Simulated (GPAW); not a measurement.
# In (I4/mmm) in GPAW: settings compared

One crystal, In, is run at these levels: LDA, BLYP; tasks: single point.

Program: GPAW 26.7.0. These are calculated values, not measurements. Logs are shortened: lines on timing, memory, paths and dates and some standing lists are left out, and cuts for length are marked. The log counts tension as positive stress, the text compression.

**1. The crystal as given**

The structure is tetragonal, space group I4/mmm (No. 139). The conventional cell has a = 3.251 Å, b = 3.251 Å, c = 4.947 Å, α = 90.00°, β = 90.00°, γ = 90.00°. In (site symmetry 4/mmm) is surrounded by 12 In at 3.25 to 3.38 Å.

**2. Single point, LDA**

File run.py:

```python
from ase import Atoms
from ase.dft.bandgap import bandgap
from ase.io import write
from ase.units import GPa
from gpaw import GPAW, PW, setup_paths

setup_paths.insert(0, '.')

atoms = Atoms(['In'],
              cell=[[-1.62547, 1.62547, 2.4737],
                    [1.62547, -1.62547, 2.4737],
                    [1.62547, 1.62547, -2.4737]],
              scaled_positions=[[0.0, 0.0, 0.0]],
              pbc=True)

calc = GPAW(mode=PW(600),
            xc='LDA',
            kpts={'size': (11, 11, 11), 'gamma': True},
            occupations={'name': 'fermi-dirac', 'width': 0.05},
            setups={'In': 'jth'},
            nbands=-8,
            convergence={'density': 1e-05, 'energy': 1e-05},
            maxiter=150,
            txt='gpaw.txt')
atoms.calc = calc
energy = atoms.get_potential_energy()
forces = atoms.get_forces()
stress = atoms.get_stress()
calc.write('gs.gpw')
write('result.traj', atoms)
print(f'Energy: {energy:.6f} eV')
print('Forces (eV/A):')
print(forces.round(4))
print('Stress (GPa):', (stress / GPa).round(3))
print('Fermi level:', round(calc.get_fermi_level(), 4), 'eV')
print(f'Gap: {bandgap(calc)[0]:.4f} eV, direct: {bandgap(calc, direct=True)[0]:.4f} eV')
```

Potentials or basis: JTH PAW 2.0, LDA, pw.

Launch:

```bash
$ OMP_NUM_THREADS=1 python run.py
```

gpaw.txt:

```text
__  _  _
 | _ |_)|_||  |
 |__||  | ||/\| - 26.7.0

Input parameters:
  mode=PW(ecut=600.0),
  convergence={'density': 1e-05, 'energy': 1e-05},
  kpts=MonkhorstPack(size=(11, 11, 11), gamma=True),
  maxiter=150,
  nbands=-8,
  occupations=Occupations(name='fermi-dirac', width=0.05),
  setups={'In': 'jth'},
  xc=XC(name='LDA')

Diagonalizing LCAO Hamiltonian
Converting LCAO to pw mode

       In

Atoms  # Å, Bohr magnetons
|   | symbol |        x |        y |        z |    initial magnetic moments |
|---|--------|----------|----------|----------|-----------------------------|
| 0 |     In | 0.000000 | 0.000000 | 0.000000 | ( 0.0000,  0.0000,  0.0000) |

Unit cell  # Å
| periodic |         x |         y |         z |  lengths |     angles |
|----------|-----------|-----------|-----------|----------|------------|
|      yes | -1.625470 |  1.625470 |  2.473700 | 3.376906 | 122.452932 |
|      yes |  1.625470 | -1.625470 |  2.473700 | 3.376906 | 122.452932 |
|      yes |  1.625470 |  1.625470 | -2.473700 | 3.376906 |  85.801437 |

Number of symmetries: 16
Symmetry operations  # r_c * U_cc + t_c -> r_c
|    | kind |            matrix            |
|----|------|------------------------------|
|  0 |  σ   |  1, 1, 1,  0, 0,-1,  0,-1, 0 |
|  1 |  C4  |  1, 1, 1,  0, 0,-1, -1, 0, 0 |
|  2 |  E   |  1, 0, 0,  0, 1, 0,  0, 0, 1 |
|  3 |  σ   |  1, 0, 0,  0, 1, 0, -1,-1,-1 |
|  4 |  σ   |  0, 1, 0,  1, 0, 0,  0, 0, 1 |
|  5 |  C2  |  0, 1, 0,  1, 0, 0, -1,-1,-1 |
|  6 |  C2  |  0, 0, 1, -1,-1,-1,  1, 0, 0 |
|  7 |  S4  |  0, 0, 1, -1,-1,-1,  0, 1, 0 |
|  8 |  C4  |  0, 0,-1,  1, 1, 1,  0,-1, 0 |
|  9 |  σ   |  0, 0,-1,  1, 1, 1, -1, 0, 0 |
| 10 |  σ   |  0,-1, 0, -1, 0, 0,  1, 1, 1 |
| 11 |  C2  |  0,-1, 0, -1, 0, 0,  0, 0,-1 |
| 12 |  C2  | -1, 0, 0,  0,-1, 0,  1, 1, 1 |
| 13 |  i   | -1, 0, 0,  0,-1, 0,  0, 0,-1 |
| 14 |  S4  | -1,-1,-1,  0, 0, 1,  1, 0, 0 |
| 15 |  C2  | -1,-1,-1,  0, 0, 1,  0, 1, 0 |

BZ-sampling:
  Number of BZ points: 1331
  Number of IBZ points: 126

  Monkhorst-Pack size: [11, 11, 11]
  Monkhorst-Pack shift: [0, 0, 0]

K-points  # in reciprocal-cell coordinates
|     |                                coordinates |     weight |
|-----|--------------------------------------------|------------|
|   0 | (  0.00000000,   0.00000000,   0.00000000) | 0.00075131 |
|   1 | (  0.09090909,  -0.09090909,   0.00000000) | 0.00300526 |
|   2 | (  0.09090909,  -0.09090909,   0.09090909) | 0.00300526 |
|   3 | (  0.09090909,   0.00000000,   0.00000000) | 0.00601052 |
|   4 | (  0.09090909,   0.09090909,  -0.09090909) | 0.00150263 |
|   5 | (  0.18181818,  -0.18181818,   0.00000000) | 0.00300526 |
|   6 | (  0.18181818,  -0.18181818,   0.09090909) | 0.00601052 |
|   7 | (  0.18181818,  -0.18181818,   0.18181818) | 0.00300526 |
|   8 | (  0.18181818,  -0.09090909,   0.00000000) | 0.01202104 |
|   9 | (  0.18181818,  -0.09090909,   0.09090909) | 0.00601052 |
| ... |                                            |            |
| 125 | (  0.45454545,   0.45454545,   0.45454545) | 0.00601052 |

Plane wave coefficients: 901
Cutoff: 600.0 eV

Spin-components: 1 (collinear spins)
Bands:           14
Projectors:      6
Spin-degeneracy: 2
Datatype:        complex128

Parallelization:
  kpt:    1
  domain: 1
  band:   1

Density:
  Valence electrons: 13.0
  Components: 1
  Grid points: [20 20 20]
  Charge: 0.0  # |e|

Potential:
  Grid points: [20 20 20]

species:
  In:
    name:    Indium
    Z:       49.0
    valence: 13
    core:    36
    charge:  0.0  # [|e|]
    compensation charges:
      type: bessel
      rc: 0.74  # [Å]
      lmax: 2
    cutoffs:
      filter: 1.33  # [Å]
      core: 2.51  # [Å]
    projectors
    | kind |    occ | energy [eV] | rcut [Å] |
    |------|--------|-------------|----------|
    |   5s |  2.000 |      -8.482 |    1.065 |
    |    s |        |      27.211 |    0.958 |
    |   5p |  1.000 |      -2.698 |    1.065 |
    |    p |        |      54.423 |    1.065 |
    |   4d | 10.000 |     -18.718 |    0.902 |
    |    d |        |      20.409 |    0.902 |

    Using partial waves for In as LCAO basis

Reference energy: -159906.271699  # eV

eigensolver:
  PPCG
  Converge bands: occupied
  niter=2

density mixing:
  MSR1-Mixer
  Pratt-step length: 0.05
  Maximum mixing coefficient: 0.75
  Old densities: 10
  SVD Regularization: 0.005
  Good broyden scale: 1.0
  Trust region scale: 1.0
  Backstep threshold: 4.0
  History deletion threshold: 6.0
  Fourier metric: weight=20.0, sigma=0.015

occupation numbers:
  Fermi-Dirac:
    width: 0.0500  # eV

poisson solver:
  ecut: 4800.0  # eV

xc functional:
  name: None

convergence criteria:
- Maximum integral of absolute [dens]ity change: 1e-05 electrons / valence electron
- Maximum [total energy] change in last 3 cyles: 1e-05 eV / valence electron
- Maximum integral of absolute [eigenst]ate change: 4e-08 eV^2 / valence electron
maximum number of iterations: 150

SCF iterations
|iter     | |      energy | eigst |  dens |
|---------|-|-------------|-------|-------|
|iter:   1| |   -2.399022 | -0.62 |       |
|iter:   2| |   -2.380086 | -2.53 | -1.50 |
|iter:   3| |   -2.290546 | -2.16 | -1.54 |
|iter:   4| |   -2.288911 | -3.62 | -2.05 |
|iter:   5| |   -2.288789 | -4.67 | -2.40 |
|iter:   6| |   -2.288789c| -6.56 | -3.92 |
|iter:   7| |   -2.288789c| -7.83c| -4.32 |
|iter:   8| |   -2.288789c| -9.37c| -5.43c|

Converged in 8 steps
Energy contributions relative to reference atoms: (reference = -159906.271699)

Energy contributions:
  Kinetic:          -2.015474
  Coulomb:           3.034799
  Zero:              0.451516
  External:          0.000000
  Xc:               -3.757631
  Entropy:          -0.004001
  Spinorbit:         0.000000
  ----------------------------
  Free energy:      -2.290790
  Extrapolated:     -2.288789

dipole moment: (-10.964429, -10.964429, -16.686071)  # |e|*Ang

Fermi level: 8.496
Eigenvalues  # (at kpt = [0.000, 0.000, 0.000])
| band index |      eig [eV] | occ [0-2] |
|------------|---------------|-----------|
|          0 |        -6.036 |     2.000 |
|          1 |        -5.927 |     2.000 |
|          2 |        -5.927 |     2.000 |
|          3 |        -5.843 |     2.000 |
|          4 |        -5.739 |     2.000 |
|          5 |        -1.101 |     2.000 |
|          6 |        18.889 |     0.000 |
|          7 |        18.889 |     0.000 |
|          8 |        19.046 |     0.000 |
|          9 |        20.261 |     0.000 |
|         10 |        22.505 |     0.000 |
|         11 |        22.636 |     0.000 |
|         12 |        22.636 |     0.000 |
|         13 |        23.914 |     0.000 |

No gap
No difference between direct/indirect transitions

Forces  # eV/Ang
|       x |       y |        z |
|---------|---------|----------|
| 0.00000 | 0.00000 | -0.00000 |  # In   0

Stress tensor  # eV/Ang^3
|        x |        y |        z |
|----------|----------|----------|
| 0.015931 | 0.000000 | 0.000000 |
| 0.000000 | 0.015931 | 0.000000 |
| 0.000000 | 0.000000 | 0.016101 |

# Writing to gs.gpw (mode='')
```

Wall time 42 s (1 thread of Intel Xeon at 2.50GHz (Skylake/Cascade Lake), shared host); peak memory 0.17 GiB.

What came out:

| Quantity | Value |
| --- | --- |
| Free energy | -2.2908 eV |
| Pressure | -2.6 GPa |
| Band gap on the k mesh | none (metal or under the smearing width) |

Caveat: the program truncates these outside data sets.

**3. Single point, LDA**

run.py, as its differences from that of step 2:

```diff
@@ -4,5 +4,3 @@
 from ase.units import GPa
-from gpaw import GPAW, PW, setup_paths
-
-setup_paths.insert(0, '.')
+from gpaw import GPAW, PW
 
@@ -15,3 +13,3 @@
 
-calc = GPAW(mode=PW(600),
+calc = GPAW(mode=PW(800),
             xc='LDA',
@@ -19,3 +17,3 @@
             occupations={'name': 'fermi-dirac', 'width': 0.05},
-            setups={'In': 'jth'},
+            setups='hgh',
             nbands=-8,
```

Potentials or basis: HGH pseudopotentials, pw.

Launch:

```bash
$ OMP_NUM_THREADS=1 python run.py
```

It took 54 s on 1 thread of Intel Xeon at 2.50GHz (Skylake/Cascade Lake), shared host; peak memory 0.18 GiB.

It converged, with:

| Item | Value |
| --- | --- |
| Free energy | -55.9755 eV |
| Pressure | -4.0 GPa |
| Band gap on the k mesh | none (metal or under the smearing width) |

Stress tensor (GPa, compression positive):
```
-3.93  0.00  0.00
 0.00 -3.93  0.00
 0.00  0.00 -4.15
```

Levels at points of the mesh, in eV from the Fermi level:
```csv
k point,band 1,band 2,band 3,band 4
"(0.00, 0.00, 0.00)",-9.57,10.65,10.65,10.75
```

Caveat: HGH potentials are hard and often keep d shells in the core, so these values are rough.

**4. Single point, LDA**

run.py, as its differences from that of step 3:

```diff
@@ -13,10 +13,8 @@
 
-calc = GPAW(mode=PW(800),
+calc = GPAW(mode=PW(400),
             xc='LDA',
-            kpts={'size': (11, 11, 11), 'gamma': True},
+            kpts={'size': (9, 9, 9), 'gamma': True},
             occupations={'name': 'fermi-dirac', 'width': 0.05},
-            setups='hgh',
-            nbands=-8,
-            convergence={'density': 1e-05, 'energy': 1e-05},
-            maxiter=150,
+            nbands=14,
+            maxiter=120,
             txt='gpaw.txt')
```

Potentials or basis: the program's PAW data sets (release 1.2.1) made for this functional, pw.

Launch:

```bash
$ OMP_NUM_THREADS=1 python run.py
```

gpaw.txt:

```text
__  _  _
 | _ |_)|_||  |
 |__||  | ||/\| - 26.7.0

Input parameters:
  mode=PW(ecut=400.0),
  kpts=MonkhorstPack(size=(9, 9, 9), gamma=True),
  maxiter=120,
  nbands=14,
  occupations=Occupations(name='fermi-dirac', width=0.05),
  xc=XC(name='LDA')

Diagonalizing LCAO Hamiltonian
Converting LCAO to pw mode

       In

Atoms  # Å, Bohr magnetons
|   | symbol |        x |        y |        z |    initial magnetic moments |
|---|--------|----------|----------|----------|-----------------------------|
| 0 |     In | 0.000000 | 0.000000 | 0.000000 | ( 0.0000,  0.0000,  0.0000) |

Unit cell  # Å
| periodic |         x |         y |         z |  lengths |     angles |
|----------|-----------|-----------|-----------|----------|------------|
|      yes | -1.625470 |  1.625470 |  2.473700 | 3.376906 | 122.452932 |
|      yes |  1.625470 | -1.625470 |  2.473700 | 3.376906 | 122.452932 |
|      yes |  1.625470 |  1.625470 | -2.473700 | 3.376906 |  85.801437 |

Number of symmetries: 16
Symmetry operations  # r_c * U_cc + t_c -> r_c
|    | kind |            matrix            |
|----|------|------------------------------|
|  0 |  σ   |  1, 1, 1,  0, 0,-1,  0,-1, 0 |
|  1 |  C4  |  1, 1, 1,  0, 0,-1, -1, 0, 0 |
|  2 |  E   |  1, 0, 0,  0, 1, 0,  0, 0, 1 |
|  3 |  σ   |  1, 0, 0,  0, 1, 0, -1,-1,-1 |
|  4 |  σ   |  0, 1, 0,  1, 0, 0,  0, 0, 1 |
|  5 |  C2  |  0, 1, 0,  1, 0, 0, -1,-1,-1 |
|  6 |  C2  |  0, 0, 1, -1,-1,-1,  1, 0, 0 |
|  7 |  S4  |  0, 0, 1, -1,-1,-1,  0, 1, 0 |
|  8 |  C4  |  0, 0,-1,  1, 1, 1,  0,-1, 0 |
|  9 |  σ   |  0, 0,-1,  1, 1, 1, -1, 0, 0 |
| 10 |  σ   |  0,-1, 0, -1, 0, 0,  1, 1, 1 |
| 11 |  C2  |  0,-1, 0, -1, 0, 0,  0, 0,-1 |
| 12 |  C2  | -1, 0, 0,  0,-1, 0,  1, 1, 1 |
| 13 |  i   | -1, 0, 0,  0,-1, 0,  0, 0,-1 |
| 14 |  S4  | -1,-1,-1,  0, 0, 1,  1, 0, 0 |
| 15 |  C2  | -1,-1,-1,  0, 0, 1,  0, 1, 0 |

BZ-sampling:
  Number of BZ points: 729
  Number of IBZ points: 75

  Monkhorst-Pack size: [9, 9, 9]
  Monkhorst-Pack shift: [0, 0, 0]

K-points  # in reciprocal-cell coordinates
|     |                                coordinates |     weight |
|-----|--------------------------------------------|------------|
|   0 | (  0.00000000,   0.00000000,   0.00000000) | 0.00137174 |
|   1 | (  0.11111111,  -0.11111111,   0.00000000) | 0.00548697 |
|   2 | (  0.11111111,  -0.11111111,   0.11111111) | 0.00548697 |
|   3 | (  0.11111111,   0.00000000,   0.00000000) | 0.01097394 |
|   4 | (  0.11111111,   0.11111111,  -0.11111111) | 0.00274348 |
|   5 | (  0.22222222,  -0.22222222,   0.00000000) | 0.00548697 |
|   6 | (  0.22222222,  -0.22222222,   0.11111111) | 0.01097394 |
|   7 | (  0.22222222,  -0.22222222,   0.22222222) | 0.00548697 |
|   8 | (  0.22222222,  -0.11111111,   0.00000000) | 0.02194787 |
|   9 | (  0.22222222,  -0.11111111,   0.11111111) | 0.01097394 |
| ... |                                            |            |
|  74 | (  0.44444444,   0.44444444,   0.44444444) | 0.01097394 |

Plane wave coefficients: 493
Cutoff: 400.0 eV

Spin-components: 1 (collinear spins)
Bands:           14
Projectors:      6
Spin-degeneracy: 2
Datatype:        complex128

Parallelization:
  kpt:    1
  domain: 1
  band:   1

Density:
  Valence electrons: 13.0
  Components: 1
  Grid points: [16 16 16]
  Charge: 0.0  # |e|

Potential:
  Grid points: [16 16 16]

species:
  In:
    name:    Indium
    Z:       49.0
    valence: 13
    core:    36
    charge:  0.0  # [|e|]
    compensation charges:
      type: gauss
      rc: 0.36  # [Å]
      lmax: 2
    cutoffs:
      filter: 2.09  # [Å]
      core: 2.48  # [Å]
    projectors
    | kind |    occ | energy [eV] | rcut [Å] |
    |------|--------|-------------|----------|
    |   5s |  2.000 |      -8.474 |    1.185 |
    |   5p |  1.000 |      -2.700 |    1.244 |
    |   4d | 10.000 |     -18.723 |    1.148 |
    |    s |        |      18.738 |    1.185 |
    |    p |        |      24.512 |    1.244 |
    |    d |        |       8.489 |    1.148 |

    Using partial waves for In as LCAO basis

Reference energy: -159834.290422  # eV

eigensolver:
  PPCG
  Converge bands: occupied
  niter=2

density mixing:
  MSR1-Mixer
  Pratt-step length: 0.05
  Maximum mixing coefficient: 0.75
  Old densities: 10
  SVD Regularization: 0.005
  Good broyden scale: 1.0
  Trust region scale: 1.0
  Backstep threshold: 4.0
  History deletion threshold: 6.0
  Fourier metric: weight=20.0, sigma=0.015

occupation numbers:
  Fermi-Dirac:
    width: 0.0500  # eV

poisson solver:
  ecut: 3200.0  # eV

xc functional:
  name: None

convergence criteria:
- Maximum [total energy] change in last 3 cyles: 0.0005 eV / valence electron
- Maximum integral of absolute [dens]ity change: 0.0001 electrons / valence electron
- Maximum integral of absolute [eigenst]ate change: 4e-08 eV^2 / valence electron
maximum number of iterations: 120

SCF iterations
|iter     | |      energy | eigst |  dens |
|---------|-|-------------|-------|-------|
|iter:   1| |   -3.312960 | -0.79 |       |
|iter:   2| |   -3.308154 | -2.60 | -1.59 |
|iter:   3| |   -3.274051 | -2.86 | -1.63 |
|iter:   4| |   -3.272909 | -4.41 | -2.12 |
|iter:   5| |   -3.272940c| -4.90 | -2.68 |
|iter:   6| |   -3.272947c| -6.25 | -3.80 |
|iter:   7| |   -3.272948c| -6.98 | -4.25c|
|iter:   8| |   -3.272948c| -8.26c| -5.24c|

Converged in 8 steps
Energy contributions relative to reference atoms: (reference = -159834.290422)

Energy contributions:
  Kinetic:          10.696464
  Coulomb:          -9.915713
  Zero:              0.325585
  External:          0.000000
  Xc:               -4.376759
  Entropy:          -0.005049
  Spinorbit:         0.000000
  ----------------------------
  Free energy:      -3.275472
  Extrapolated:     -3.272948

dipole moment: (-5.533258, -5.533258, -8.420716)  # |e|*Ang

Fermi level: 6.649
Eigenvalues  # (at kpt = [0.000, 0.000, 0.000])
| band index |      eig [eV] | occ [0-2] |
|------------|---------------|-----------|
|          0 |        -7.864 |     2.000 |
|          1 |        -7.759 |     2.000 |
|          2 |        -7.759 |     2.000 |
|          3 |        -7.671 |     2.000 |
|          4 |        -7.559 |     2.000 |
|          5 |        -2.949 |     2.000 |
|          6 |        17.027 |     0.000 |
|          7 |        17.027 |     0.000 |
|          8 |        17.177 |     0.000 |
|          9 |        18.410 |     0.000 |
|         10 |        20.662 |     0.000 |
|         11 |        20.787 |     0.000 |
|         12 |        20.787 |     0.000 |
|         13 |        22.063 |     0.000 |

No gap
No difference between direct/indirect transitions

Forces  # eV/Ang
|       x |       y |        z |
|---------|---------|----------|
| 0.00000 | 0.00000 | -0.00000 |  # In   0

Stress tensor  # eV/Ang^3
|        x |        y |        z |
|----------|----------|----------|
| 0.042968 | 0.000000 | 0.000000 |
| 0.000000 | 0.042968 | 0.000000 |
| 0.000000 | 0.000000 | 0.044243 |

# Writing to gs.gpw (mode='')
```

It took 6.3 s on 1 thread of Arm Neoverse V2, shared host; peak memory 0.13 GiB.

These settings aren't checked as converged: the numbers below hold their error.

Results:

```yaml
Free_energy: -3.2755 eV
Pressure: -7.0 GPa
Band_gap_on_the_k_mesh: none (metal or under the smearing width)
```

Caveat: the cutoff is short for stress and forces, so pressures can be off by a GPa or more.

(Continued in part 2 of 2.)
